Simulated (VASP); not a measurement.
# MgH6 (P-6m2) in VASP: further runs

The runs below take MgH6 through single point, relaxation of cell and atoms, with PBE.

Program: VASP 6.6.1. These are calculated values, not measurements. Logs are shortened: lines on timing, memory, paths and dates and some standing lists are left out, and cuts for length are marked.

### Step 1. The cell of the first run

It takes space group P-6m2 (No. 187, hexagonal). Conventional cell: a = 4.260 Å, b = 4.260 Å, c = 3.809 Å, α = 90.00°, β = 90.00°, γ = 120.00°. Mg (site symmetry -6m2) has 8 H at 1.90 to 2.18 Å as nearest neighbours. Around H (site symmetry 3m) lie 1 H at 0.76 Å. H (site symmetry -6m2) has 2 Mg at 1.90 Å as nearest neighbours. H (site symmetry mm2) has 2 H at 1.30 Å as nearest neighbours.

The cell was built by a generator and needn't be a form met in nature.

### Step 2. Single point, PBE (random cell by space group and Wyckoff sites (P-6m2, No. 187))

File INCAR:

```
SYSTEM = MgH6
PREC = Accurate
ENCUT = 520
EDIFF = 1E-6
ISMEAR = 0
SIGMA = 0.1
LREAL = .FALSE.
LASPH = .TRUE.
NELM = 100
ALGO = Normal
ISIF = 2
LWAVE = .FALSE.
LCHARG = .FALSE.
GGA = PE
NBANDS = 13
```

File KPOINTS:

```
regular mesh
0
G
  12 12 10
  0 0 0
```

File POSCAR:

```
MgH6
1.0
    4.2602884260      0.0000000000      0.0000000000
   -2.1301442130      3.6895180044      0.0000000000
    0.0000000000      0.0000000000      3.8086978162
Mg H
1 6
Direct
    0.0000000000      0.0000000000      0.0000000000
    0.6666666667      0.3333333333      0.5999138347
    0.6666666667      0.3333333333      0.4000861653
    0.0000000000      0.0000000000      0.5000000000
    0.4347726398      0.5652273602      0.0000000000
    0.4347726398      0.8695452795      0.0000000000
    0.1304547205      0.5652273602      0.0000000000
```

Potentials or basis: VASP PAW PBE potentials, release 64 (Mg, H).

Command:

```console
cat potpaw_PBE.64/Mg/POTCAR potpaw_PBE.64/H/POTCAR > POTCAR
mpirun -np 1 vasp_std > vasp.out
```

OUTCAR:

```text
SYSTEM = MgH6
   PREC = Accurate
   ENCUT = 520
   EDIFF = 1E-6
   ISMEAR = 0
   LREAL = .FALSE.
   LASPH = .TRUE.
   NELM = 100
   ISIF = 2
   GGA = PE

 ion  position               nearest neighbor table
   1  0.000  0.000  0.000-   4 1.90   4 1.90   6 2.18   7 2.18   5 2.18   5 2.18   6 2.18   7 2.18

   2  0.667  0.333  0.600-   3 0.76
   3  0.667  0.333  0.400-   2 0.76
   4  0.000  0.000  0.500-   1 1.90   1 1.90
   5  0.435  0.565  0.000-   1 2.18   1 2.18
   6  0.435  0.870  0.000-   1 2.18   1 2.18
   7  0.130  0.565  0.000-   1 2.18   1 2.18

  LATTYP: Found a hexagonal cell.
 ALAT       =     4.2602884260
 C/A-ratio  =     0.8939999914

  Lattice vectors:

 A1 = (   4.2602884260,   0.0000000000,   0.0000000000)
 A2 = (  -2.1301442130,   3.6895180044,   0.0000000000)
 A3 = (   0.0000000000,   0.0000000000,   3.8086978162)

Analysis of symmetry for initial positions (statically):
=====================================================================
 Subroutine PRICEL returns:
 Original cell was already a primitive cell.

 Routine SETGRP: Setting up the symmetry group for a
 hexagonal supercell.

 Subroutine GETGRP returns: Found 12 space group operations
 (whereof 12 operations were pure point group operations)
 out of a pool of 24 trial point group operations.

The static configuration has the point symmetry D_3h.

Analysis of symmetry for dynamics (positions and initial velocities):
=====================================================================
 Subroutine PRICEL returns:
 Original cell was already a primitive cell.

 Routine SETGRP: Setting up the symmetry group for a
 hexagonal supercell.

 Subroutine GETGRP returns: Found 12 space group operations
 (whereof 12 operations were pure point group operations)
 out of a pool of 24 trial point group operations.

The dynamic configuration has the point symmetry D_3h.

 Subroutine INISYM returns: Found 12 space group operations
 (whereof 12 operations are pure point group operations),
 and found     1 'primitive' translations

----------------------------------------------------------------------------------------

                                     Primitive cell

  volume of cell :      59.8667

  direct lattice vectors                    reciprocal lattice vectors
     4.260288426  0.000000000  0.000000000     0.234725892  0.135519057  0.000000000
    -2.130144213  3.689518004  0.000000000     0.000000000  0.271038114  0.000000000
[... 109 lines left out ...]
   EFERMI =   0.00;   METHOD = LEGACY
   ISMEAR =     0;   SIGMA  =   0.10  broadening in eV -4-tet -1-fermi 0-gaus
   EFERMI_NEDOS =   21; number of points for ismear=-14 and -15
   IALGO  =     38    algorithm
   IMIX   =      4    mixing-type and parameters
     AMIX     =   0.40;   BMIX     =  1.00
     AMIX_MAG =   1.60;   BMIX_MAG =  1.00
  volume/ion in A,a.u.               =       8.55        57.71
  Fermi-wavevector in a.u.,A,eV,Ry     =   0.836970  1.581644  9.531132  0.700518
  Thomas-Fermi vector in A             =   1.950782
   LORBIT       =      0    0 simple, 1 ext, 2 COOP (PROOUT), +10 PAW based schemes
   GGA     = PE    functional components
   LHFCALC =     F    Hartree Fock is set to
   AEXX    =    0.0000 exact exchange contribution
   IVDW    =     0    specifies the selected vdW correction
   LEPSILON=     F    determine dielectric tensor
   LRPA    =     F    only Hartree local field effects (RPA)
 non-spin polarized calculation
 Gauss-broadening in eV      SIGMA  =   0.10
  energy-cutoff  :      520.00
  volume of cell :       59.87
 maximum number of plane-waves:      1629
 NGX is ok and might be reduce to    32
   NGX = 15   NGY = 15   NGZ = 15

 number of electron       7.9999998 magnetization

 Free energy of the ion-electron system (eV)
  ---------------------------------------------------
  ext. energy  EPLUGINS =         0.00000000
  ---------------------------------------------------
  free energy    TOTEN  =       -17.69248537 eV

  energy without entropy =      -17.68231486  energy(sigma->0) =      -17.68740012

 E-fermi :  -0.3099     XC(G=0):  -7.8444

 val. band max:       -0.3101303099   @ k =   0.3333   0.0000   0.0000
 cond. band min:      -0.3053081365   @ k =   0.3333   0.1667   0.3000
 fundamental gap:      0.0048221734
 Fermi energy:        -0.3099162560

 k-point     1 :       0.0000    0.0000    0.0000
  band No.  band energies     occupation
      1      -9.8296      2.00000
      2      -5.5998      2.00000
      3      -2.1009      2.00000
      4       0.4007      0.00000
      5       0.4007      0.00000
      6       3.9149      0.00000
      7       4.8533      0.00000
      8       4.8533      0.00000
      9       6.1635      0.00000
     10      11.1685      0.00000
     11      11.4881      0.00000
     12      13.5084      0.00000
     13      13.5084      0.00000
[... 354 lines left out ...]
  band No.  band energies     occupation
      1      -8.9741      2.00000
      2      -6.3861      2.00000
      3      -3.3096      2.00000
      4      -0.2692      0.56448
      5      -0.2046      0.13648
      6       4.8239      0.00000
      7       6.2181      0.00000
      8       7.1597      0.00000
      9       7.2344      0.00000
     10       9.3840      0.00000
     11      10.0975      0.00000
     12      10.9888      0.00000
     13      11.6628      0.00000

 [... further k-points ...]
[... 5 lines left out ...]
  --------------------------------------------------------------------------------------
  -------------------------------------------------------------------------------------
  Total       -0.1043184     -0.1043184     -0.0956816      0.0000000      0.0000000      0.0000000
  in kB       -2.7918140     -2.7918140     -2.5606711      0.0000000      0.0000000      0.0000000
  external PRESSURE =      -2.7147663 kB  Pullay stress =       0.0000000 kB

 VOLUME and BASIS-vectors are now :
 -----------------------------------------------------------------------------
  energy-cutoff  :      520.00
  volume of cell :       59.87
      direct lattice vectors                 reciprocal lattice vectors
     4.260288426  0.000000000  0.000000000     0.234725892  0.135519057  0.000000000
    -2.130144213  3.689518004  0.000000000     0.000000000  0.271038114  0.000000000
     0.000000000  0.000000000  3.808697816     0.000000000  0.000000000  0.262556928

 POSITION                                       TOTAL-FORCE (eV/Angst)
 -----------------------------------------------------------------------------------
      0.00000      0.00000      0.00000        -0.000000     -0.000000     -0.000000
      2.13014      1.22984      2.28489        -0.000000     -0.000000     -0.000175
      2.13014      1.22984      1.52381        -0.000000     -0.000000      0.000175
      0.00000      0.00000      1.90435        -0.000000     -0.000000     -0.000000
      0.64824      2.08542      0.00000         0.003187     -0.001840      0.000000
      0.00000      3.20820      0.00000        -0.000000      0.003680     -0.000000
     -0.64824      2.08542      0.00000        -0.003187     -0.001840      0.000000
 -----------------------------------------------------------------------------------
    total drift:                                0.000000     -0.000000      0.000000

  FREE ENERGIE OF THE ION-ELECTRON SYSTEM (eV)
  ---------------------------------------------------
  free  energy   TOTEN  =       -17.6924853712 eV

  energy  without entropy=      -17.6823148637  energy(sigma->0) =      -17.68740012
```

OSZICAR:

```text
N       E                     dE             d eps       ncg     rms          rms(c)
DAV:   1    -0.208153400550E+01   -0.20815E+01   -0.31776E+03  2988   0.475E+02
DAV:   2    -0.178834873049E+02   -0.15802E+02   -0.15222E+02  3636   0.744E+01
DAV:   3    -0.187349918097E+02   -0.85150E+00   -0.84165E+00  3824   0.156E+01
DAV:   4    -0.187387576628E+02   -0.37659E-02   -0.37655E-02  3259   0.113E+00
DAV:   5    -0.187387935779E+02   -0.35915E-04   -0.35915E-04  3859   0.113E-01    0.571E+00
DAV:   6    -0.179481264508E+02    0.79067E+00   -0.53037E-01  3454   0.361E+00    0.302E+00
DAV:   7    -0.176829334884E+02    0.26519E+00   -0.96525E-01  3619   0.458E+00    0.528E-01
DAV:   8    -0.176904927128E+02   -0.75592E-02   -0.11039E-01  3214   0.167E+00    0.255E-01
DAV:   9    -0.176914464243E+02   -0.95371E-03   -0.83582E-03  3604   0.429E-01    0.143E-01
DAV:  10    -0.176924280678E+02   -0.98164E-03   -0.15050E-03  3294   0.216E-01    0.294E-02
DAV:  11    -0.176924816398E+02   -0.53572E-04   -0.23615E-04  3699   0.657E-02    0.186E-02
DAV:  12    -0.176924849539E+02   -0.33141E-05   -0.47122E-05  3202   0.378E-02    0.843E-03
DAV:  13    -0.176924853712E+02   -0.41730E-06   -0.55899E-06  3564   0.140E-02
   1 F= -.17692485E+02 E0= -.17687400E+02  d E =-.101705E-01
```

stdout:

```text
POSCAR found type information on POSCAR MgH
 POSCAR found :  2 types and       7 ions
 scaLAPACK will be used
 LDA part: xc-table for (Slater+PW92), standard interpolation
 POSCAR, INCAR and KPOINTS ok, starting setup
 FFT: planning ... GRIDC
 FFT: planning ... GRID_SOFT
 FFT: planning ... GRID
 WAVECAR not read
 entering main loop
```

It took 42 s on 1 thread of AMD EPYC 9R45 (Zen 5), shared host; peak memory 0.19 GiB.

Results:

| Property | Result |
| --- | --- |
| Free energy | -17.6925 eV |
| Pressure | -0.3 GPa |
| Largest force | 0.004 eV/Å |
| Band gap on the k mesh | none (metal or under the smearing width) |

Forces in eV/Å, atoms in the order of the input:
```
Mg   0.000  0.000  0.000
H    0.000  0.000  0.000
H    0.000  0.000  0.000
H    0.000  0.000  0.000
H    0.003 -0.002  0.000
H    0.000  0.004  0.000
H   -0.003 -0.002  0.000
```

Levels at points of the mesh, in eV from the Fermi level:
| k point | band 1 | band 2 | band 3 | band 4 | band 5 | band 6 | band 7 | band 8 | band 9 |
| --- | --- | --- | --- | --- | --- | --- | --- | --- | --- |
| (0.00, 0.00, 0.00) | -9.52 | -5.29 | -1.79 | 0.71 | 0.71 | 4.22 | 5.16 | 5.16 | 6.47 |
| (0.50, 0.00, 0.00) | -8.23 | -6.61 | -3.39 | -0.18 | 0.41 | 6.28 | 6.71 | 7.25 | 7.85 |
| (0.00, 0.00, 0.50) | -8.61 | -6.50 | -1.61 | 1.03 | 1.03 | 2.72 | 6.71 | 6.71 | 7.32 |
| (0.50, 0.00, 0.50) | -7.89 | -5.88 | -2.62 | -2.47 | 0.34 | 3.41 | 4.33 | 6.74 | 8.72 |

[end of part 1 of 2]
